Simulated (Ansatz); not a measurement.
Set up this calculation in Ansatz 0.2.0, as the native input.

```yaml
Task: relaxation of cell and atoms
Functional: PBEsol
Potentials_or_basis: all-electron LAPW, scalar-relativistic
Basis_error_allowed: 0.001 eV/atom
k_mesh: 11 × 11 × 6
Occupations: fermi-dirac, width 0.05 eV
Spin: no spin polarisation
Target_pressure: 30 GPa
```

Pt:

```
Pt
1.0
     2.76067    0.00000    0.00000
    -1.38033    2.39081    0.00000
     0.00000    0.00000    4.79213
Pt
2
Direct
  0.33333 0.66667 0.25000
  0.66667 0.33333 0.75000
```

This isn't the form of Pt at room conditions, which is fcc.

These files were run (other wordings do the same):

input.yaml

```yaml
crystal:
  lattice:
    - [2.7606656158, 0.0, 0.0]
    - [-1.3803328079, 2.3908065546, 0.0]
    - [0.0, 0.0, 4.792134]
  atoms:
    - { symbol: Pt, position: [0.3333333333, 0.6666666667, 0.25] }
    - { symbol: Pt, position: [0.6666666667, 0.3333333333, 0.75] }
kpoints:
  mp_grid: { grid: [11, 11, 6] }
scf:
  occupations: { method: fermi_dirac, width: 0.05 }
hamiltonian:
  xc: pbesol
  pseudopotentials: { kind: all_electron, lapw: { basis_error: 0.001 } }
output:
  forces: true
  stress: true
relax:
  f_tol: 0.005
  max_steps: 60
  cell: { p_target: 30 }
```

Potentials or basis: all-electron LAPW, scalar-relativistic.

Run with:

```console
$ ansatz run input.yaml --threads 1 --pin off --max-ram 3072MiB --backend cpu --events-out ev --progress --plain --runs-dir out
```

Results of the run:

The relaxed volume is 13.90 Å³/atom and the relaxed cell is a = 2.664 Å, b = 2.664 Å, c = 4.525 Å, α = 90.00°, β = 90.00°, γ = 120.00°. The space group after relaxing (to 0.05 Å) is P6_3/mmc (No. 194). The energy change on relaxing (the enthalpy is what falls) is +81.9 meV/atom, the ionic steps are 6 and the pressure after relaxing is 30.0 GPa.

Wall time 2.2 min on 1 thread of Intel(R) Xeon(R) Platinum 8259CL CPU @ 2.50GHz (Skylake/Cascade Lake), on a shared host, peak memory 0.5 GiB.
